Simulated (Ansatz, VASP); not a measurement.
One calculation of TiAl, two programs

```
CELL_PARAMETERS angstrom
3.04054 0.00000 0.00000
0.00000 3.38774 0.00000
0.00000 0.00000 3.15638
ATOMIC_POSITIONS crystal
Ti 0.00000 0.00000 0.00000
Al 0.50000 0.50000 0.50000
```

Change from the starting cell: normal strain along x -0.0367, normal strain along y +0.0733.

Alike in both runs: task single point; functional PBEsol; k mesh 14 × 14 × 14; occupations gaussian, width 0.15 eV; no spin polarisation.

|  | VASP | Ansatz |
| --- | --- | --- |
| version | VASP 6.6.1 | Ansatz 0.2.0 |
| potentials or method | VASP PAW PBE potentials, release 64 (Ti_sv, Al) | scalar-relativistic, plane waves, PAW |
| plane-wave cutoff (eV) | 520 | 520 |
| valence electrons in the cell | 15 | 15 |

|  | VASP | Ansatz | Ansatz less VASP |
| --- | --- | --- | --- |
| gap on the k mesh at the Fermi level (eV) | none | none | - |
| pressure (GPa) | -3.5 | -3.6 | -0.06 |
| largest component of the traceless stress (GPa) | 4.12 | 4.13 | +0.008 |

A gap of «none» marks a metal or a gap that the smearing closes.

Caveats: the PAW data sets were made with another functional, which shifts forces and pressure a little (VASP).
